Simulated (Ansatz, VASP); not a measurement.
# Cross-check of TaN (TaN strained to the junction's net) between VASP and Ansatz

Wanted: the spread between two codes on one cell, functional and k mesh. The cell is generated by rule, not measured, and may not be a known phase. The structure shown is the end of the Ansatz relaxation below.

Main program and level: Ansatz 0.2.0; plane waves, with VASP 6.6.1 beside it; single point at PBE.

**1. The starting structure**

The structure is trigonal, space group R-3m (No. 166). The conventional cell has a = 3.111 Å, b = 3.111 Å, c = 7.684 Å, α = 90.00°, β = 90.00°, γ = 120.00°. Nearest to Ta lie 6 N at 2.21 Å. Nearest to N lie 6 Ta at 2.21 Å. Farther neighbours and most contacts between anions are not listed.

Structure file:

```
Ta N
1.0
     3.11100    0.00000    0.00000
    -1.55550    2.69421    0.00000
     0.00000    0.00000    7.68445
Ta N
3 3
Direct
  0.00000 0.00000 0.00000
  0.66667 0.33333 0.33333
  0.33333 0.66667 0.66667
  0.33333 0.66667 0.16667
  0.00000 0.00000 0.50000
  0.66667 0.33333 0.83333
```

**2. Ansatz: relaxation, PBE**

Ansatz runs on its default PAW (the set named soft_2) files.

This run makes the geometry at which the two programs are then compared.

Contents of input.yaml:

```yaml
crystal:
  lattice:
    - [3.111, 0.0, 0.0]
    - [-1.5555, 2.6942050312, 0.0]
    - [0.0, 0.0, 7.6803759552]
  atoms:
    - { symbol: Ta, position: [0.0, 0.0, 0.0] }
    - { symbol: "N", position: [0.3333333333, 0.6666666667, 0.1666666667] }
    - { symbol: Ta, position: [0.6666666667, 0.3333333333, 0.3333333333] }
    - { symbol: "N", position: [0.0, 0.0, 0.5] }
    - { symbol: Ta, position: [0.3333333333, 0.6666666667, 0.6666666667] }
    - { symbol: "N", position: [0.6666666667, 0.3333333333, 0.8333333333] }
kpoints:
  mp_grid: { grid: [12, 12, 4] }
scf:
  occupations: { method: fermi_dirac, width: 0.1 }
  max_iter: 150
hamiltonian:
  xc: pbe
relax:
  f_tol: 0.01
  max_steps: 40
  cell: { fix: [a, b, angles] }
```

Launch:

```console
> ansatz run input.yaml --threads 4 --pin off --max-ram 12288MiB --backend cpu --events-out ev --progress --plain --runs-dir out
```

Numbers of over 12 decimals in the logs are rounded to 6 here.

Log:

```text
Engine: ansatz 0.2.0, aarch64-unknown-linux-gnu
Pseudopotentials: kind: paw
Pseudopotential: Ta, paw, valence charge 13, recommended cutoff 420 eV (normal), Ta.paw.azcp
Pseudopotential: N, paw, valence charge 5, recommended cutoff 420 eV (normal), N.paw.azcp
Functional definition: PBE
  parameter kappa = 0.804
  parameter beta = 0.066725
  exchange = pbe_x(kappa = kappa, mu = beta*pi^2/3)
  correlation = pbe_c(beta = beta)
Crystal: 6 atoms, lattice volume = 64.374 Å³
Basis set: ecut = 420 eV, 1249 PW (Γ), exchange–correlation on 48×48×108 points (8 copies of the dense FFT grid, shifted against one another)
Bands: 33, of which v1, the nominal top of the filled ones, is band 27 counted from 1 (26 counted from 0)
Symmetry: 36 space group operations
Space group: R-3m (ITA 166), of the structure as read, at distance tolerance 4.0e-5 Å
k-points: 69 of 576
Non-local potential: Ta, projectors of the file, l = 0: 3, l = 1: 2, l = 2: 2, l = 3: 1
Non-local potential: N, projectors of the file, l = 0: 2, l = 1: 2, l = 2: 1
PAW form: soft (Blöchl's): semilocal exchange-correlation on the pseudo side does not see the compensation charge
PAW one-centre angular grid: Ta, 590 points (default); XC on 64 Gauss nodes
PAW one-centre angular grid: N, 110 points (default); XC on 64 Gauss nodes
Initial density: superposition of atomic densities (neutral atoms: chi_scale 0, normalization atom), corrected by the library's trained network
Initial wavefunctions: pseudopotential atomic-orbital guess
Functional: x = pbe(κ = 0.804, μ = 0.219515), c = pbe(β = 0.066725)
SCF iter   1: F=—  HF=-30953.793037 eV  |F-HF|=—  |Δ(HF+E_count)|=         —  Δρ=1.81e-3  dr2=1.13e-3  ethr=1.77e-3  ⟨swp⟩=5.5  Hψ=20078  notcnv=0  defer=13
automatic band count: the SCF goes on with 39 bands, as 33 were too few: the levels above may hold too much charge
preconditioner: auto → Kerker (q_TF=auto, 2.650 Å⁻¹)  [metal: Δε(μ)=0.067 eV  Ē_g=10.919 eV  σ=0.100 eV  W_gap=0.16  n_scr=24 (ndim 8)  ℏωp=25.3 eV  f_vac=0.000  D(μ)=2.45/eV (n_scr^D=24)]
SCF iter   2: F=—  HF=-30953.792961 eV  |F-HF|=—  |Δ(HF+E_count)|=   7.63e-5  Δρ=9.65e-4  dr2=2.36e-4  ethr=2.08e-6  ⟨swp⟩=2.0  Hψ=5106  notcnv=0  defer=11
SCF iter   3: F=—  HF=-30953.793316 eV  |F-HF|=—  |Δ(HF+E_count)|=   3.55e-4  Δρ=1.79e-4  dr2=1.51e-5  ethr=4.37e-7  ⟨swp⟩=2.0  Hψ=3440  notcnv=0  defer=11
SCF iter   4: F=—  HF=-30953.793353 eV  |F-HF|=—  |Δ(HF+E_count)|=   3.73e-5  Δρ=4.95e-5  dr2=1.02e-6  ethr=2.79e-8  ⟨swp⟩=2.5  Hψ=3541  notcnv=0  defer=11
iter 5 did not close the SCF: its close was put off for the readings that it lacked (scf_convergence_deferred on its scf_iter line)
SCF iter   5: F=-30953.793353 eV  HF=-30953.793353 eV  |F-HF|=8.15e-9  |Δ(HF+E_count)|=   1.51e-7  Δρ=6.02e-6  dr2=1.14e-8  ethr=1.89e-9  ⟨swp⟩=2.9  Hψ=4641  notcnv=0  defer=11
SCF iter   6: F=-30953.793353 eV  HF=-30953.793353 eV  |F-HF|=6.55e-11  |Δ(HF+E_count)|=   9.66e-9  Δρ=1.08e-6  dr2=3.38e-10  ethr=2.10e-11  ⟨swp⟩=2.0  Hψ=7650  notcnv=0
SCF 1 converged in 6 iterations: F = -30953.793353 eV  dr2 = 3.38e-10
  greatest PAW one-centre occupation: 0.999 electrons in one spin orbital (limit 2), on the Ta atom at site 4 (counted from 0), in its partial waves of l = 0
relax step   1: F+E_penalty+E_count = -30953.79335308 eV  Δ(F+E_penalty+E_count) = +0.000e0 eV  max|allowed force component| = 2.428e-26 eV/Å  Δτ_max = 0.0000 Å  P = +1.440 GPa  Ω = 64.374 Å³  fix = [a, b, alpha, beta, gamma]  reactions: a +2.048, b +2.048 GPa  (6 SCF iters, dr2 threshold 1.00e-7 eV, accepted)
[...]
relax step   2: F+E_penalty+E_count = -30953.79323176 eV  Δ(F+E_penalty+E_count) = +1.213e-4 eV  max|allowed force component| = 3.555e-26 eV/Å  Δτ_max = 0.0000 Å  P = +1.200 GPa  Ω = 64.420 Å³  energy of the carried Pulay correction = -1.425e-4 eV  fix = [a, b, alpha, beta, gamma]  reactions: a +1.839, b +1.839 GPa  (6 SCF iters, dr2 threshold 1.27e-7 eV, accepted)
[...]
relax step   3: F+E_penalty+E_count = -30953.79327096 eV  Δ(F+E_penalty+E_count) = -3.920e-5 eV  max|allowed force component| = 3.230e-27 eV/Å  Δτ_max = 0.0000 Å  P = +1.261 GPa  Ω = 64.409 Å³  energy of the carried Pulay correction = -1.061e-4 eV  fix = [a, b, alpha, beta, gamma]  reactions: a +1.892, b +1.892 GPa  (6 SCF iters, dr2 threshold 1.49e-8 eV, accepted)
[...]
relax step   4: F+E_penalty+E_count = -30953.79339652 eV  Δ(F+E_penalty+E_count) = -1.256e-4 eV  max|allowed force component| = 1.522e-27 eV/Å  Δτ_max = 0.0000 Å  P = +1.264 GPa  Ω = 64.409 Å³  fix = [a, b, alpha, beta, gamma]  reactions: a +1.894, b +1.894 GPa  stress off target by 4.90e-3 GPa on what of the cell is left free  SCF on the basis re-selected at this cell (its energy is not comparable with the rows above)  (7 SCF iters)
basis re-selected at this cell: Δ(F+E_penalty+E_count) = -1.256e-4 eV, ΔP = +0.003 GPa vs the last step (what re-selecting the basis moved, of the pressure what is left beyond the Pulay correction that the steps carried, after the strain that the cell walked since its last selection, with what the two solves' SCF thresholds leave and, on support functions, any second-order correction that the steps lacked; it is no m [...]
SCF converged after 7 iterations
Free energy (F): -30953.793397 eV
Harris-Foulkes:  -30953.793397 eV  (|F-HF|=1.46e-11)
Internal energy: -30953.711816 eV  (E = F + TS)
E sigma→0 (E₀):  -30953.752606 eV
Entropy (-TS):   -0.081580 eV (-13.597 meV/atom)
Fermi energy:    21.468912 eV
--- Per-component energies (eV) ---
  E_band       = -143.388334
  E_kinetic    = 1502.077716
  E_local      = -1769.184513  (includes V_loc(G=0)·N_el)
  E_nonlocal   = 179.621395
  E_hartree    = 594.801606
  E_xc         = -840.113917
  E_vxc        = -847.592630  (∫ρ·V_xc dr)
  E_paw        = -25572.802292  (= ΣΔE_a)
  E_vpaw       = -397.913994  (= ΣTr[D̂ρ^β])
  E_aug_tail   = 0.000480  (compensation charges beyond the density's cutoff)
  E_ewald      = -5048.112292
  E_smearing   = -0.081580  (= −TS)
  E_closure    = -0.000000  (closes the sum)
  Σ components = -30953.793397   (vs F -30953.793397, Δ=0.00e0)
--- Forces (eV/Å), atoms counted from 1 ---
  atom   1  Ta     0.00000000     0.00000000     0.00000000
  atom   2  N      0.00000000     0.00000000     0.00000000
  atom   3  Ta     0.00000000    -0.00000000     0.00000000
  atom   4  N     -0.00000000     0.00000000     0.00000000
  atom   5  Ta    -0.00000000     0.00000000     0.00000000
  atom   6  N      0.00000000     0.00000000     0.00000000
  max |Σ_I F_I| component: 6.74e-28 eV/Å
--- Stress (GPa, compression-positive) ---
        1.893705       0.000000       0.000000
        0.000000       1.893705      -0.000000
        0.000000      -0.000000       0.004903
  P = ⅓ Tr σ = 1.2641 GPa (12.641 kbar)
--- Relaxed structure (3 steps of the walk, 3 accepted, 1 SCFs on fresh bases) ---
  F+E_penalty+E_count = -30953.79339652 eV   max|allowed force component| = 1.522e-27 eV/Å   (the final SCF, on the basis selected at the relaxed cell)
  cell:  # Å, volume = 64.4085 Å³
    - [3.111000, 0, 0]
    - [-1.555500, 2.694205, 0]
    - [0, 0, 7.684447]
  atoms:
    - { symbol: Ta, position: [0, 0, 0] }
    - { symbol: N, position: [0.333333, 0.666667, 0.166667] }
    - { symbol: Ta, position: [0.666667, 0.333333, 0.333333] }
    - { symbol: N, position: [0, 0, 0.5] }
    - { symbol: Ta, position: [0.333333, 0.666667, 0.666667] }
    - { symbol: N, position: [0.666667, 0.333333, 0.833333] }
```

Reading the cycles: dr2 is the Hartree energy of the density residual (eV), the measure of convergence; HF is the Harris–Foulkes estimate of the energy, which meets the free energy F at convergence.

**3. VASP: single point, PBE**

The same cell, functional, mesh and smearing now go to VASP, with its own data sets.

Lines of VASP's logs that name or quote its potential files are left out, and so is its time.

Contents of INCAR:

```
SYSTEM = TaN
PREC = Accurate
ENCUT = 600
EDIFF = 1E-06
NELM = 120
ISMEAR = -1
SIGMA = 0.1
LREAL = .FALSE.
ALGO = Normal
GGA = PE
NBANDS = 30
LASPH = .TRUE.
LORBIT = 11
LWAVE = .FALSE.
LCHARG = .FALSE.
ISIF = 2
GGA_COMPAT = .FALSE.
KPAR = 2
```

Contents of POSCAR:

```
TaN
1.0
    3.1110000000      0.0000000000      0.0000000000
   -1.5555000000      2.6942050312      0.0000000000
    0.0000000000      0.0000000000      7.6844466395
Ta N
3 3
Direct
    0.0000000000      0.0000000000      0.0000000000
    0.6666666667      0.3333333333      0.3333333333
    0.3333333333      0.6666666667      0.6666666667
    0.3333333333      0.6666666667      0.1666666667
    0.0000000000      0.0000000000      0.5000000000
    0.6666666667      0.3333333333      0.8333333333
```

Contents of KPOINTS:

```
Automatic mesh
0
Gamma
12 12 4
0 0 0
```

PAW data sets: Ta_pv and N (PBE family, release 64).

Launch:

```console
> mpirun -np 2 vasp_std
```

Log:

```text
[banner, memory and clock lines left out]
running    2 mpi-ranks, on    1 nodes
 distrk:  each k-point on    1 cores,    2 groups
 distr:  one band on    1 cores,    1 groups

 POSCAR found type information on POSCAR TaN
 POSCAR found :  2 types and       6 ions
 LDA part: xc-table for (Slater+PW92), standard interpolation
 POSCAR, INCAR and KPOINTS ok, starting setup
 FFT: planning ... GRIDC
 FFT: planning ... GRID_SOFT
 FFT: planning ... GRID
 WAVECAR not read
 entering main loop
       N       E                     dE             d eps       ncg     rms          rms(c)
DAV:   1     0.483056538553E+03    0.48306E+03   -0.28817E+04  4140   0.189E+03
DAV:   2    -0.411693857130E+02   -0.52423E+03   -0.50690E+03  4716   0.522E+02
DAV:   3    -0.737779765928E+02   -0.32609E+02   -0.31701E+02  5134   0.122E+02
DAV:   4    -0.745946115696E+02   -0.81663E+00   -0.79812E+00  5456   0.170E+01
DAV:   5    -0.746136876758E+02   -0.19076E-01   -0.18920E-01  5296   0.191E+00    0.409E+01
DAV:   6    -0.657864629977E+02    0.88272E+01   -0.52540E+01  5190   0.406E+01    0.182E+01
DAV:   7    -0.655859424059E+02    0.20052E+00   -0.25273E+00  4942   0.891E+00    0.929E+00
DAV:   8    -0.655378499077E+02    0.48092E-01   -0.26190E-01  4956   0.346E+00    0.796E-01
DAV:   9    -0.655265905454E+02    0.11259E-01   -0.62673E-02  5134   0.118E+00    0.221E-01
DAV:  10    -0.655266976950E+02   -0.10715E-03   -0.55130E-03  5238   0.544E-01    0.113E-01
DAV:  11    -0.655264158569E+02    0.28184E-03   -0.95412E-04  5178   0.178E-01    0.272E-02
DAV:  12    -0.655264121049E+02    0.37519E-05   -0.14416E-04  5902   0.649E-02    0.695E-03
DAV:  13    -0.655264114560E+02    0.64896E-06   -0.61139E-06  4682   0.138E-02
   1 F= -.65526411E+02 E0= -.65485543E+02  d E =-.817369E-01
```

Parts of OUTCAR (step 3):

```text
ion  position               nearest neighbor table
   1  0.000  0.000  0.000-   4 2.21   6 2.21   6 2.21   4 2.21   6 2.21   4 2.21   2 3.13   3 3.13
                             3 3.13   2 3.13   2 3.13   3 3.13
   2  0.667  0.333  0.333-   4 2.21   4 2.21   4 2.21   5 2.21   5 2.21   5 2.21   1 3.13   1 3.13
                             1 3.13   3 3.13   3 3.13   3 3.13
   3  0.333  0.667  0.667-   6 2.21   6 2.21   6 2.21   5 2.21   5 2.21   5 2.21   1 3.13   1 3.13
                             1 3.13   2 3.13   2 3.13   2 3.13
   4  0.333  0.667  0.167-   2 2.21   2 2.21   2 2.21   1 2.21   1 2.21   1 2.21
   5  0.000  0.000  0.500-   2 2.21   3 2.21   2 2.21   3 2.21   2 2.21   3 2.21
   6  0.667  0.333  0.833-   3 2.21   3 2.21   3 2.21   1 2.21   1 2.21   1 2.21

  LATTYP: Found a hexagonal cell.
 ALAT       =     3.1110000000
 C/A-ratio  =     2.4700889230

 Subroutine GETGRP returns: Found 12 space group operations
 (whereof 12 operations were pure point group operations)

The static configuration has the point symmetry D_3d.

 Found     69 irreducible k-points:

   k-points           NKPTS =     69   k-points in BZ     NKDIM =     69   number of bands    NBANDS=     30

   dimension x,y,z NGX =    28 NGY =   28 NGZ =   64
   dimension x,y,z NGXF=    56 NGYF=   56 NGZF=  128

   ENCUT  =  600.0 eV  44.10 Ry    6.64 a.u.   6.21  6.21 15.35*2*pi/ulx,y,z

   NELECT =      48.0000    total number of electrons

 k-points in reciprocal lattice and weights: Automatic mesh
   0.00000000  0.00000000  0.00000000       0.002
   0.08333333  0.00000000  0.00000000       0.010
   0.16666667  0.00000000  0.00000000       0.010
   0.25000000  0.00000000  0.00000000       0.010
   0.33333333 -0.00000000  0.00000000       0.010
   0.41666667  0.00000000  0.00000000       0.010
   0.50000000  0.00000000  0.00000000       0.005
   0.08333333  0.08333333  0.00000000       0.010
   0.16666667  0.08333333  0.00000000       0.021
[...]
0.33333333  0.25000000  0.50000000       0.021
   0.33333333  0.33333333  0.50000000       0.003

 average (electrostatic) potential at core
       1 -34.9614       2 -34.9614       3 -34.9614       4 -61.3406       5 -61.3405
       6 -61.3406

 E-fermi :   9.4210

 k-point     1 :       0.0000    0.0000    0.0000
  band No.  band energies     occupation
    ...
     24       7.4017      2.00000
     25       9.5003      0.62333
     26       9.5003      0.62332
     27       9.5016      0.61747
     28       9.5016      0.61747
     29      10.0380      0.00418
     30      10.0380      0.00418

 k-point     2 :       0.0833    0.0000    0.0000
  band No.  band energies     occupation
    ...
     22       7.3537      2.00000
     23       7.7241      2.00000
     24       7.7674      2.00000
     25       8.6023      1.99944
     26       9.2760      1.62010
     27       9.6357      0.20923
     28       9.8554      0.02564
     29      10.2307      0.00061
     30      10.5575      0.00002

 k-point     3 :       0.1667    0.0000    0.0000
  band No.  band energies     occupation
    ...
     21       4.5210      2.00000
     22       7.4187      2.00000
     23       7.4557      2.00000
     24       8.4103      1.99992
     25       8.5190      1.99976
     26       9.5512      0.42784
     27       9.5601      0.39868
     28      10.7601      0.00000
     29      11.3465      0.00000
     30      11.3856      0.00000

  Total        1.0377030      1.0377030      0.2780990      0.0000000      0.0000000      0.0000000
  in kB       25.8131143     25.8131143      6.9177811      0.0000000      0.0000000      0.0000000
  external PRESSURE =      19.5146699 kB  Pullay stress =       0.0000000 kB

  energy-cutoff  :      600.00
  volume of cell :       64.41
      direct lattice vectors                 reciprocal lattice vectors
     3.111000000  0.000000000  0.000000000     0.321440051  0.185583500  0.000000000
    -1.555500000  2.694205031  0.000000000     0.000000000  0.371167000  0.000000000
     0.000000000  0.000000000  7.684446639     0.000000000  0.000000000  0.130132988

 POSITION                                       TOTAL-FORCE (eV/Angst)
 -----------------------------------------------------------------------------------
      0.00000      0.00000      0.00000         0.000000     -0.000000     -0.000000
      1.55550      0.89807      2.56148         0.000000     -0.000000     -0.000000
     -0.00000      1.79614      5.12296        -0.000000      0.000000     -0.000000
     -0.00000      1.79614      1.28074        -0.000000     -0.000000      0.000000
      0.00000      0.00000      3.84222        -0.000000     -0.000000     -0.000000
      1.55550      0.89807      6.40371         0.000000     -0.000000     -0.000000
 -----------------------------------------------------------------------------------
    total drift:                               -0.000000      0.000000      0.000000

  FREE ENERGIE OF THE ION-ELECTRON SYSTEM (eV)
  ---------------------------------------------------
  free  energy   TOTEN  =       -65.5264114560 eV

  energy  without entropy=      -65.4446745489  energy(sigma->0) =      -65.48554300

 total charge
# of ion       s       p       d       tot
------------------------------------------
    1        0.271   6.216   2.436   8.922
    2        0.271   6.216   2.436   8.922
    3        0.271   6.216   2.436   8.922
    4        1.226   2.525   0.000   3.751
    5        1.226   2.525   0.000   3.751
    6        1.226   2.525   0.000   3.751
--------------------------------------------------
tot          4.491  26.223   7.307  38.021

[... 3 further parts left out ...]
```

The run ends at a pressure of 1.95 GPa.

**4. Side by side**

Known differences besides the potentials themselves: the data sets hold 54 valence electrons in Ansatz (on its default PAW (the set named soft_2) files) and 48 in VASP; the cutoff is 420 eV in Ansatz and 600 eV in VASP; Ansatz's pressure holds a Pulay correction, VASP's none. Total energies have different zeros and are not compared.

Compared:

```
      quantity  Ansatz  VASP  difference
pressure (GPa)    1.26  1.95       -0.69
```

**5. What came out**

| Property | Result |
| --- | --- |
| difference in pressure (single point, PBE) | -0.69 GPa |

In words: The difference in pressure is -0.69 GPa (single point, PBE), within the 1 GPa picked in this series as the mark of a large difference. The data sets hold unlike numbers of valence electrons (54 in Ansatz and 48 in VASP), so part of the differences comes from the potentials. How closely two codes agree says nothing of how well the functional describes the real material.

[Lines on the potential files, build, host, timing and source positions are cut from VASP's logs without a mark.]

[Logs are printed without paths, hosts, clocks, repeated set-up lines and the standing remarks that a program may print on its own settings, such as how far it seeks lower states.]

[Hosts, paths, dates, database ids (printed as entryN), source tags and the programs' standing remarks are cut or masked in the printed files.]
